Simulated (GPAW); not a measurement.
Runs of GPAW 26.7.0 on AlCu. It takes space group Pm-3m (No. 221, cubic). The conventional cell has a = 2.998 Å, b = 2.998 Å, c = 2.998 Å, α = 90.00°, β = 90.00°, γ = 90.00°. Around Cu (site symmetry m-3m) lie 8 Al at 2.60 Å. Around Al (site symmetry m-3m) lie 8 Cu at 2.60 Å. The cell comes from a database or a generator and needn't be the stable form of this composition.

```tsv
task	level	potentials or basis	cell	optimizer	fmax	max steps	convergence	band path	gap on the mesh (eV)	pressure (GPa)	relaxed volume (Å³/atom)
relaxation of cell and atoms	PBEsol+D4	PAW data sets generated in the run's folder for this functional, pw	relaxed	BFGS	0.02 eV/Å	60	density=1e-05 forces=0.0001	-	none	0.0	(b)
band structure	PBEsol	PAW data sets generated in the run's folder for this functional, pw	as given	-	-	-	-	GXMGRX,MR	-	-3.8	-
relaxation of cell and atoms	PBEsol	PAW data sets generated in the run's folder for this functional, pw	relaxed	BFGS	0.02 eV/Å	60	density=1e-05 forces=0.0001	-	none	0.2	(a)
relaxation of cell and atoms	PBEsol+D3	PAW data sets generated in the run's folder for this functional, pw	relaxed	BFGS	0.02 eV/Å	60	density=1e-05 forces=0.0001	-	none	-0.1	12.60
band structure	LDA	the program's PAW data sets (release 1.2.1) made for this functional, pw	as given	-	-	-	-	GXMGRX,MR	-	-8.0	-
relaxation of cell and atoms	PBEsol+D3(BJ)	PAW data sets generated in the run's folder for this functional, pw	relaxed	BFGS	0.02 eV/Å	60	density=1e-05 forces=0.0001	-	none	-0.1	12.49
relaxation of cell and atoms	PBEsol+D3(BJ)+ATM	PAW data sets generated in the run's folder for this functional, pw	relaxed	BFGS	0.02 eV/Å	60	density=1e-05 forces=0.0001	-	none	-0.1	12.60
```

Alike in all rows: no spin polarisation; k mesh 9 × 9 × 9; cutoff (eV) 600; smearing fermi-dirac 0.05 eV.

Q: Estimate the missing entries.

A: (a) 13.01; (b) 12.72.

Caveats: with this Cu data set, volumes or pressures lay over 1.5 % or 2 GPa off other programs in two to four cells of ten; later steps reuse the first step's grids (some runs); pairwise dispersion overbinds metals, which lowers pressure and volume (some runs).

A k mesh can miss the band edges.

A gap of «none» marks a metal or a gap under the smearing width.

Not every run made on this cell is shown here.
